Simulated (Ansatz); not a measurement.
## GaN: a ladder of calculations

Cell of run 1: a COD entry.

```xyz
4
Lattice="3.1800 0.0000 0.0000 -1.5900 2.7540 0.0000 0.0000 0.0000 5.1660" Properties=species:S:1:pos:R:3 pbc="T T T"
Ga    0.0000    1.8360    0.0000
Ga    1.5900    0.9180    2.5830
N     0.0000    1.8360    1.9889
N     1.5900    0.9180    4.5719
```

Sites (sets of like atoms) are named by element and the number of their first atom in this list.

Relaxed positions (PBE, cell held):

```
CELL_PARAMETERS angstrom
3.18000 0.00000 0.00000
-1.59000 2.75396 0.00000
0.00000 0.00000 5.16600
ATOMIC_POSITIONS crystal
Ga 0.33333 0.66667 0.00394
Ga 0.66667 0.33333 0.50394
N 0.33333 0.66667 0.38106
N 0.66667 0.33333 0.88106
```

All runs are DFT with Ansatz 0.2.0 (plane waves and PAW, scalar-relativistic unless spin–orbit coupling is named, Γ-centred meshes, Fermi–Dirac smearing where given) in this cell.

Run 1: PBE, atoms as given; 420 eV, 11×11×6 k-points, smearing 0.02 eV.
Run 2: PBE, atoms relaxed; 420 eV, 11×11×6 k-points, smearing 0.02 eV.
Run 3: r2SCAN, at the relaxed atoms; 500 eV, 11×11×6 k-points, smearing 0.02 eV.
Run 4: PBE with spin–orbit coupling, at the relaxed atoms; 420 eV, 11×11×6 k-points, smearing 0.02 eV.
Run 5: LDA, at the relaxed atoms; 420 eV, 11×11×6 k-points, smearing 0.02 eV.
Run 6: PBEsol, at the relaxed atoms; 420 eV, 11×11×6 k-points, smearing 0.02 eV.

| run | Ga V_zz (η) | N V_zz (η) |
| --- | --- | --- |
| 1 | 2.87 (0.00) | -0.17 (0.00) |
| 2 | ? | ? |
| 3 | 0.47 (0.00) | 0.036 (0.00) |
| 4 | 0.43 (0.00) | 0.023 (0.00) |
| 5 | 0.41 (0.00) | 0.009 (0.00) |
| 6 | 0.42 (0.00) | 0.021 (0.00) |

V_zz in 10²¹ V/m².

(1) Estimate the row of run 2.

Answers

(1) Ga: 0.43 (0.00); N: 0.023 (0.00). It lies nearest to run 4, from whose tensors on these sites it differs by 0.00 at most (largest principal value of the difference). Taken one at a time, the positions of the atoms (as given or relaxed) move the tensors on these sites by up to 2.44 (largest principal value of the change, on Ga), the functional (between the two that differ most) by 0.06 (Ga), spin–orbit coupling by 0.00.

In run 1 the atoms aren't at the calculated equilibrium (largest force 0.44 eV/Å). The cell isn't the equilibrium one in runs 1, 2, 4 (calculated pressure 7, 7, 7 GPa), and the entry's cell may itself be off.
